How can a plane-wave basis miss the energy of BaTiO₃ by 60 meV per atom and still give the right force on every atom? The row at 350 eV does just that. At 300 eV, only one step lower, the forces are badly wrong as well. The difference lies in whether the energy error belongs to the single atoms or depends on how they are arranged.

Ansatz 0.2.0, scalar-relativistic PBE without spin polarisation, plane waves and the soft_2 PAW set: BaTiO₃ (Amm2, five-atom cell), 8×8×8 k mesh, Gaussian smearing of 0.02 eV. The density cutoff is four times the wave cutoff, and the reference has a wave cutoff of 850 eV. Pressure is positive in compression and corrected for the finite cutoff.

```
wave cutoff  energy less reference (meV per atom)  pressure less reference (GPa)  largest force change (eV/Å)  pressure (GPa)
     150 eV                               16792.4                          37.37                        0.571           39.29
     200 eV                                4799.4                           5.16                        0.880            7.09
     250 eV                                1289.3                          -4.78                        0.263           -2.85
     300 eV                                 321.2                          -0.60                        0.151            1.33
     350 eV                                  59.7                           0.08                        0.000            2.01
     380 eV                                  19.7                           0.01                        0.001            1.93
     420 eV                                   4.2                           0.00                        0.001            1.92
     460 eV                                   1.3                           0.00                        0.001            1.93
     520 eV                                   0.8                           0.00                        0.001            1.93
     600 eV                                   0.4                           0.00                        0.000            1.93
     700 eV                                   0.2                           0.00                        0.000            1.93
```

The columns marked "less reference" give the result minus that of the same cell at 850 eV, and "largest force change" is the largest deviation of any force component from that calculation. The atoms stay fixed throughout.

**Why an energy error can be harmless**

A plane-wave cutoff removes the shortest waves from the basis. They are needed mostly close to the nuclei, where compact orbitals such as O 2p, Ti 3d and the Ti 3s and 3p shells, kept in the valence here, vary steeply. In one limiting case, each atom's share of the energy is too high by a fixed amount, wherever the atom sits. The total energy is then wrong by a constant, and a constant has no slope. Since plane waves don't move with the atoms, the force error is simply minus the slope of the energy error with atomic position, so it vanishes.

The row at 350 eV comes close to this limit. The energy of the five-atom cell is about 0.3 eV too high, yet the unrounded forces differ from the reference by less than 0.00045 eV/Å. Moving an atom by 0.1 Å would therefore change this energy error by only about 0.04 meV, if the slope stays constant over that distance. The same estimate at 300 eV gives 15 meV. These are orders of magnitude only: by symmetry the force errors along the polar axis vanish when the atoms sit at centrosymmetric positions, a shift of about this size away, and the forces along the short axis are zero at any cutoff and test nothing. The value at 350 eV is partly luck, since the force error is back at about 0.001 eV/Å at 380 eV, but even that would mean only about 0.1 meV.

**Where the basis fails**

In the opposite limit, the basis is too coarse for the compact orbitals that form the bonds. Half of its shortest wavelength is 0.50 Å at 150 eV, about a quarter of the shortest Ti–O distance. The overlap of Ti and O orbitals is then distorted by an amount that depends on their separation, and the energy error acquires a slope. That is an argument from theory; the calculated forces agree with it but don't prove it. The electronic structure is visibly distorted as well: the gap is 1.16 eV at 150 eV against 1.85 eV in the reference, and up to 250 eV the top of the valence band lies at a different k point.

At 150 and 200 eV the force on Ti along the polar axis points the wrong way, as do most force components on O, so a relaxation would start by pushing Ti in the wrong direction. At 300 eV the direction is right, but the force is 0.35 eV/Å instead of 0.20 eV/Å. For a ferroelectric, whose polarisation depends on small shifts of Ti against O, this is a failure of substance.

The recovery between 300 and 350 eV is strikingly abrupt. The largest force error falls by a factor of more than 300, and still by about a hundred if the less lucky row at 380 eV is taken instead. The energy error falls only by about 5 between 300 and 350 eV. The shortest wave becomes only about 7% shorter in this step, so the wavelength alone doesn't explain the jump. A steep fall is expected if the soft PAW orbitals are built to need few waves beyond a certain cutoff, but the runs don't show this. The cutoff for the electron density rises together with the wave cutoff and could share the blame. The position of the atoms on the density grid is an unlikely culprit: it would keep the forces from summing to zero, and at 300 eV they sum to only about 0.00004 eV/Å, against an error of 0.151 eV/Å. The truncation of the sharp charge near the nuclei remains open, and raising the density cutoff alone at 300 eV would test it.

**Why pressure needs a correction**

Pressure brings in a second effect. If the number of plane waves is kept while the cell expands, the waves stretch with it and the cutoff drops. The energy then rises for a purely numerical reason, and the crystal appears to resist expansion. With E the energy per atom, V the volume per atom and E_c the cutoff, a fixed number of waves means that E_c varies as V^(−2/3), which adds the spurious pressure

P = (2/3) (E_c/V) (dE/dE_c).

It is negative, because the energy falls as the cutoff rises. Between 350 and 380 eV the energy drops by 40.0 meV per atom over 30 eV. With the middle cutoff of 365 eV, a volume of 12.87 Å³ per atom and 1 eV/Å³ = 160.2 GPa, the size is

(2/3) × (365/12.87) × (0.0400/30) × 160.2 ≈ 4 GPa.

This is about twice the whole pressure of the crystal. The pressures in the table are already corrected for the effect, and their errors at these two cutoffs are only 0.08 and 0.01 GPa. The uncorrected pressures are not available, so the 4 GPa remains an estimate. It does explain why an uncorrected pressure can mislead even where the forces are sound.

The correction removes the effect of the changing cutoff, but it can't repair an energy error that itself depends on the distances between the atoms. At 250 eV the corrected pressure is still wrong by −4.78 GPa, enough to turn a compressed crystal into one that seems stretched. The forces show that the picture of a constant energy error per atom has broken down there; the pressure alone can't show it. Part or all of the pressure error may come from the correction itself, which by the same estimate has to remove between 44 and 131 GPa at this cutoff, so that an error of 4 to 11% in it would account for the whole residue. The printed analysis after this text lists the size of the spurious pressure for each interval, without its minus sign; it uses the energy differences between neighbouring rows and no fitted parameter.

**How to recognise the failure**

A single quantity can look right by accident. At 150 eV the force on Ti has almost exactly the reference size, but the opposite sign. At 250 eV the band gap agrees within about 0.01 eV, while the force on Ti is more than twice the reference value. The pressure error changes sign between 200 and 250 eV, so some cutoff in between would give the right pressure in a wrong calculation.

The remedy is to raise the cutoff by another step and compare signed force components, pressure and gap together. Accidental agreement breaks up: from 250 to 300 eV the gap moves away from its reference value and the pressure shifts by about 4 GPa. The program's own warning of a low cutoff, present in the runs up to 380 eV, also deserves attention. Up to 300 eV it is fully justified; at 350 and 380 eV it is cautious for the forces in this cell, but still justified for the energy.

The last change in energy is a less reliable guide than it seems. At 350 eV the error left is about a quarter of the preceding drop. At 520 eV the preceding drop is 0.5 meV per atom, but 0.8 meV is still left, because the energy now creeps down slowly. The reference at 850 eV lies on this slow tail too, so the true remaining energy errors are probably somewhat larger than those listed.

**What to do**

For forces and pressure in this cell, 420 eV is enough: the errors are about 0.001 eV/Å and below 0.01 GPa. The energy is still 4.2 meV per atom too high. When two structures are compared, both need the same cutoff, and their energy difference should be recomputed at a higher one, since a single structure can't show how well their errors cancel. A different set of PAW potentials needs its own test, because this one is a soft set and harder ones are expected to converge later.

A higher cutoff will not remove the pressure of 1.93 GPa or the force of 0.20 eV/Å on Ti. They persist because the cell and atoms are not at the PBE minimum. The positive pressure means that PBE favours a larger cell, in line with its known tendency for this material. Relaxing the structure is the cure for these values, once the cutoff is high enough for the forces to be trusted.

The analysis program printed:

```
Signs of failure:
     row  energy fall from row before (meV/atom)  estimated spurious pressure before correction (GPa)  change of energy error for 1 % more volume (meV/atom)  Ti force on polar axis (eV/A)  gap less reference (eV)
  150 eV                                     n/a                                                  n/a                                                 -30.01                        -0.2008                   -0.698
  200 eV                                   11993                                                348.5                                                 -4.144                        -0.6781                  -0.4161
  250 eV                                    3510                                                131.1                                                  3.839                         0.4651                  0.01038
  300 eV                                   968.1                                                 44.2                                                 0.4818                         0.3531                  -0.0622
  350 eV                                   261.5                                                14.11                                               -0.06425                         0.2017                -0.000266
  380 eV                                      40                                                 4.04                                              -0.008031                         0.2013                 0.001679
  420 eV                                    15.5                                                1.287                                                      0                         0.2011                 0.000568
  460 eV                                     2.9                                               0.2648                                                      0                         0.2011                 0.000352
  520 eV                                     0.5                                               0.0339                                                      0                         0.2013                 0.000134
  600 eV                                     0.4                                              0.02324                                                      0                         0.2016                  7.4e-05
  700 eV                                     0.2                                              0.01079                                                      0                         0.2018                   -1e-06
Ti force at the reference cutoff (eV/A): 0.2021
Ti force at 300 eV divided by the reference force: 1.747
half of the shortest wavelength at 150 eV (A): 0.5007
half of the shortest wavelength at 350 eV (A): 0.3278
energy error at 300 eV divided by that at 350 eV: 5.38
largest force change at 350 eV (eV/A): 0.000448
force change at 300 eV divided by that at 350 eV: 337.1
energy error of the whole cell at 300 eV (meV): 1606
energy error of the whole cell at 350 eV (meV): 298.5
change of the cell's energy error for a 0.1 A shift of one atom at 300 eV, linear estimate (meV): 15.1
change of the cell's energy error for a 0.1 A shift of one atom at 350 eV, linear estimate (meV): 0.0448
estimated spurious pressure between 350 and 380 eV divided by the pressure at 380 eV: 2.093
energy error left at 350 eV divided by the last fall: 0.2283
energy error left at 420 eV divided by the last fall: 0.271
energy error left at 520 eV divided by the last fall: 1.6
energy error left at 700 eV divided by the last fall: 1
```
